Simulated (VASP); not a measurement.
Here is a VASP 6.6.1 calculation.

Contents of INCAR:

```
SYSTEM = SnSe
ALGO = Normal
EDIFF = 1E-6
EDIFFG = -0.02
ENCUT = 600
GGA = CA
IBRION = 2
ISIF = 3
ISMEAR = 0
LASPH = .TRUE.
LCHARG = .FALSE.
LREAL = .FALSE.
LWAVE = .FALSE.
NELM = 60
NSW = 40
PREC = Accurate
SIGMA = 0.02
```

KPOINTS

```
k-points
0
G
  8 8 8
  0 0 0
```

Contents of POSCAR:

```
SnSe
1.0
    0.0000000000      3.0100000000      3.0100000000
    3.0100000000      0.0000000000      3.0100000000
    3.0100000000      3.0100000000      0.0000000000
Sn Se
1 1
Direct
    0.0000000000      0.0000000000      0.0000000000
    0.5000000000      0.5000000000      0.5000000000
```

Potentials or basis: VASP PAW LDA potentials, release 64 (Sn_d, Se).

Command:

```console
$ cat potpaw_LDA.64/Sn_d/POTCAR potpaw_LDA.64/Se/POTCAR > POTCAR
$ mpirun -np 1 vasp_std > vasp.out
```

**Question.** Predict the band gap on the k mesh.

**Answer.** 0.77 eV, indirect (least direct gap 0.91 eV).

**Question.** Predict the space group after relaxing (to 0.05 Å).

**Answer.** Fm-3m (No. 225).

**Question.** Predict the relaxed volume.

**Answer.** 25.63 Å³/atom.

The path:
```csv
step,energy change (eV),largest force (eV/Å),pressure (GPa),volume (Å³)
1,0.0000,0.0000,-3.23,54.54
2,-0.0316,0.0000,1.19,50.32
3,-0.0351,0.0000,0.02,51.26
```

Caveat: spin-orbit coupling is left out, which moves the levels of the heavy elements. Zero-point motion and thermal expansion aren't in these numbers.
